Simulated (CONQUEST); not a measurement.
The system is SnSe.

```
Sn Se
1.0
     4.19000    0.00000    0.00000
     0.00000    4.46000    0.00000
     0.00000    0.00000   11.42000
Sn Se
4 4
Direct
  0.75000 0.90900 0.87700
  0.25000 0.40900 0.62300
  0.75000 0.59100 0.37700
  0.25000 0.09100 0.12300
  0.75000 0.98400 0.64300
  0.25000 0.48400 0.85700
  0.75000 0.51600 0.14300
  0.25000 0.01600 0.35700
```

- Program: CONQUEST 1.3
- Task: single point
- Functional: PBE
- Potentials or basis: PseudoDojo NC PBE, SZP, grid cutoff 120 Ha
- k mesh: 6 × 6 × 3
- Occupations: fermi-dirac, width 0.05 eV
- Spin: no spin polarisation

On this cell: pressure 4.9 GPa; largest force 0.757 eV/Å; band gap on the k mesh 0.62 eV, indirect (least direct gap 0.80 eV).

The same run follows on a disturbed copy (atoms moved at random, drawn with an rms of 0.05 Å):

```xyz
8
Lattice="4.1900 0.0000 0.0000 0.0000 4.4600 0.0000 0.0000 0.0000 11.4200" Properties=species:S:1:pos:R:3 pbc="T T T"
Sn    3.1431    4.0582    9.9961
Sn    1.0290    1.8334    7.1440
Sn    3.1391    2.6520    4.2581
Sn    1.1000    0.3812    1.4453
Se    3.1976    4.4100    7.3635
Se    1.0875    2.1606    9.7741
Se    3.1615    2.2706    1.6325
Se    0.9694    0.0521    4.1168
```

Problem. What does the disturbed cell give?

Solution. The energy moves by +20.2 meV/atom; pressure 5.8 GPa; largest force 1.268 eV/Å; band gap on the k mesh 0.68 eV, indirect (least direct gap 0.83 eV).

Forces on the atoms (eV/Å):
```
Sn   0.104  0.237  0.994
Sn   0.220  0.329 -1.096
Sn  -0.259 -0.450  1.156
Sn  -0.097 -0.294 -0.797
Se  -0.250 -0.345 -0.878
Se  -0.098 -0.211  0.987
Se  -0.005  0.296 -0.928
Se   0.336  0.440  0.558
```

Stress tensor (GPa, compression positive):
```
4.45 0.87 0.09
0.87 3.73 0.03
0.09 0.03 9.23
```

Caveats: the atomic basis is small; spin-orbit coupling is left out, which moves the levels of the heavy elements; an odd mesh through Γ misses points on the zone boundary, where band edges often lie; the basis of atomic orbitals isn't converged, which shifts pressures, moduli and gaps.
